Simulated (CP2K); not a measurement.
The system is O.

```
O
1.0
     4.33274    0.00000    0.00000
     3.50839    2.26880    0.00000
     0.82434   -0.28068    2.25137
O
2
Direct
  0.57890 0.57890 0.42110
  0.42110 0.42110 0.57890
```

Base run:

- Program: CP2K 2026.2
- Functional: LDA
- Potentials or basis: POTENTIAL_UZH O GTH-PBE-q6; TZVP-MOLOPT-PBE-GTH basis
- Density cutoff: 11565 eV
- k mesh: 12 × 12 × 12
- Occupations: fermi-dirac, width 0.05 eV
- Spin: no spin polarisation

Its results: band gap on the k mesh none (metal or under the smearing width); pressure -6.0 GPa; largest force 0.292 eV/Å.

Q: The run is repeated on the same cell with these changes: functional from LDA to PBE. What comes out?

A: Band gap on the k mesh none (metal or under the smearing width); pressure 1.2 GPa; largest force 0.119 eV/Å.

PBE binds less tightly than LDA, so the same cell stands under more pressure.

Caveats: spin is off for a triplet molecule; the basis of atomic orbitals isn't converged, which shifts pressures, moduli and gaps; the potentials were made for another functional, which shifts forces and pressure (some runs).
